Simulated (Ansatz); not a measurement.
## Molecular dynamics of Li

input.yaml

```yaml
accuracy: low
crystal:
  lattice:
    - [7.094447, 0.0, 0.0]
    - [0.0, 7.094447, 0.0]
    - [0.0, 0.0, 7.094447]
  atoms:
    - { symbol: Li, position: [0.21117553, 0.16028184, -0.05438793] }
    - { symbol: Li, position: [0.46336548, -0.22550475, -0.04159138] }
    - { symbol: Li, position: [0.03074172, 0.56929467, -0.07088255] }
    - { symbol: Li, position: [0.06340036, 0.07340145, 0.43058628] }
    - { symbol: Li, position: [0.26404539, 0.39122477, 0.2267779] }
    - { symbol: Li, position: [0.48710761, 0.4042255, -0.15138768] }
    - { symbol: Li, position: [0.42294437, -0.01531539, 0.60101873] }
    - { symbol: Li, position: [0.78123423, 0.22323234, 0.07517302] }
    - { symbol: Li, position: [-0.03462035, 0.49051928, 0.4111908] }
    - { symbol: Li, position: [0.27376475, 0.79887506, 0.2564899] }
    - { symbol: Li, position: [0.15003763, 0.29879724, 0.65364939] }
    - { symbol: Li, position: [0.5612251, 0.67370741, 0.44374798] }
    - { symbol: Li, position: [0.74850539, 0.92181469, 0.19666373] }
    - { symbol: Li, position: [0.75038916, 0.26327428, 0.64858016] }
    - { symbol: Li, position: [0.28640841, 0.69331533, 0.65717388] }
    - { symbol: Li, position: [0.85892527, 0.83698757, 0.69485049] }
basis:
  ecutwfc: 420.0
kpoints:
  mp_grid: { grid: [2, 2, 2] }
hamiltonian:
  xc: pbe
scf:
  occupations: { method: fermi_dirac, width: 0.1 }
  lower_state_search: "off"
md:
  timestep: 1
  n_steps: 300
  ensemble: npt_langevin
  temperature: 630.0
  initial_velocities: maxwell_boltzmann
  seed: 733914
  friction: 0.005
  pressure: 1.0
  fix_cell: [shape]
```

Run as:

```bash
$ ansatz run input.yaml --threads 1 --pin off --max-ram 3072MiB --backend cpu --events-out ev --progress --plain --runs-dir out
```

It goes on from the last frame of an earlier run, with new velocities.

Output, in part (step lines):

```
md step     0: t =     0.00 fs  T =   590.6 K  F+E_penalty+E_count = -3271.57805992 eV  E_kin = 1.221507 eV  conserved = -3268.44699407 eV  P_inst = 1.0554 GPa  V = 357.0719 Å³  selection 1  (7 SCF iters)
md step     1: t =     1.00 fs  T =   588.2 K  F+E_penalty+E_count = -3271.57371091 eV  E_kin = 1.216509 eV  conserved = -3268.44701908 eV  P_inst = 1.0631 GPa  V = 357.0640 Å³  selection 1  (6 SCF iters)
md step     2: t =     2.00 fs  T =   597.2 K  F+E_penalty+E_count = -3271.57418292 eV  E_kin = 1.235148 eV  conserved = -3268.44702974 eV  P_inst = 1.0756 GPa  V = 357.0411 Å³  selection 1  (6 SCF iters)
md step     3: t =     3.00 fs  T =   562.8 K  F+E_penalty+E_count = -3271.57984713 eV  E_kin = 1.164047 eV  conserved = -3268.44699625 eV  P_inst = 1.0581 GPa  V = 357.0322 Å³  selection 1  (6 SCF iters)
md step     4: t =     4.00 fs  T =   577.7 K  F+E_penalty+E_count = -3271.58919626 eV  E_kin = 1.194876 eV  conserved = -3268.44700489 eV  P_inst = 1.0696 GPa  V = 357.0148 Å³  selection 1  (6 SCF iters)
md step     5: t =     5.00 fs  T =   588.1 K  F+E_penalty+E_count = -3271.60362165 eV  E_kin = 1.216283 eV  conserved = -3268.44701821 eV  P_inst = 1.0761 GPa  V = 356.9915 Å³  selection 1  (4 SCF iters)
md step     6: t =     6.00 fs  T =   614.0 K  F+E_penalty+E_count = -3271.62582065 eV  E_kin = 1.269802 eV  conserved = -3268.44701613 eV  P_inst = 1.0880 GPa  V = 356.9725 Å³  selection 1  (4 SCF iters)
md step     7: t =     7.00 fs  T =   670.9 K  F+E_penalty+E_count = -3271.65399368 eV  E_kin = 1.387561 eV  conserved = -3268.44710016 eV  P_inst = 1.1169 GPa  V = 356.9287 Å³  selection 1  (4 SCF iters)
[... lines left out ...]
```

The steps, from the saved trajectory:

```
time (fs)  T (K)  potential energy less start (eV)  conserved less start (meV/atom)  P (GPa)  volume (Å³)
      0.0    591                             0.000                             0.00      1.1        357.1
     10.0    730                            -0.194                            -0.01      1.1        356.9
     20.0   1042                            -0.735                            -0.05      1.1        356.2
     30.0   1023                            -0.796                            -0.04      1.0        356.0
     40.0    870                            -0.516                            -0.01      1.0        356.3
     50.0    830                            -0.450                            -0.02      1.1        355.1
     60.0    821                            -0.529                             0.00      1.0        354.6
     70.0   1070                            -0.941                            -0.02      0.9        355.7
     80.0   1189                            -1.336                            -0.02      0.6        356.8
     90.0   1284                            -1.509                            -0.03      0.5        359.0
    100.0   1042                            -1.330                            -0.04      0.5        361.1
    110.0    805                            -0.791                            -0.02      0.6        360.9
    120.0    667                            -0.484                             0.02      0.7        358.9
    130.0    876                            -0.941                            -0.01      0.7        355.9
    140.0   1209                            -1.620                            -0.03      0.6        353.1
    150.0   1437                            -1.930                            -0.02      0.7        350.0
    160.0   1453                            -1.922                            -0.02      0.9        345.6
    170.0   1187                            -1.525                            -0.01      1.1        340.3
    180.0    885                            -1.053                            -0.01      1.3        334.3
    190.0    642                            -0.707                            -0.01      1.6        327.1
    200.0    623                            -0.537                             0.00      1.9        321.1
    210.0    696                            -0.644                            -0.01      2.1        316.2
    220.0    776                            -0.851                            -0.02      2.1        314.1
    230.0    810                            -0.966                            -0.01      2.0        314.8
    240.0    824                            -1.025                             0.00      1.9        317.9
    250.0    836                            -1.191                            -0.01      1.6        322.8
    260.0    671                            -1.210                             0.00      1.2        328.4
    270.0    681                            -1.293                             0.01      0.9        334.2
    280.0    883                            -1.633                            -0.01      0.7        339.9
    290.0    842                            -1.648                            -0.01      0.6        342.6
    300.0    763                            -1.409                             0.00      0.6        343.2
```

The run went to its last step. The conserved energy stayed within 0.06 meV per atom of its start (net change 0.0046 meV per atom), so the integration is sound. The mean temperature of the second half is 38 % above the set value. A run of 0.3 ps of so small a system gives no equilibrium averages. Limits of this set-up: coarse k mesh, low accuracy level. The cell's volume went from 357 to 343 Å³.

Mean squared displacements from the first frame to the last, about the centre of mass, the cell's change included: Li 1.47 Å².

Last frame:

```xyz
16
Lattice="7.0012 0.0000 0.0000 0.0000 7.0012 0.0000 0.0000 0.0000 7.0012" Properties=species:S:1:pos:R:3
Li -0.273 1.101 -0.367
Li 3.859 -0.015 0.517
Li 0.646 3.711 -0.612
Li -0.092 0.353 2.854
Li 2.031 2.222 0.904
Li 3.429 4.018 -1.104
Li 3.546 0.634 3.084
Li 4.948 2.446 1.223
Li 0.658 2.946 2.780
Li 1.675 5.952 0.704
Li 2.531 1.449 5.037
Li 3.189 4.364 2.320
Li 5.732 5.229 1.525
Li 5.450 2.890 4.868
Li 1.545 5.703 4.689
Li 5.649 5.802 4.980
```

Time of the run: 11 min on 1 thread of INTEL(R) XEON(R) PLATINUM 8581C CPU @ 2.10GHz (Emerald Rapids), on a shared host, peak memory 0.64 GiB.
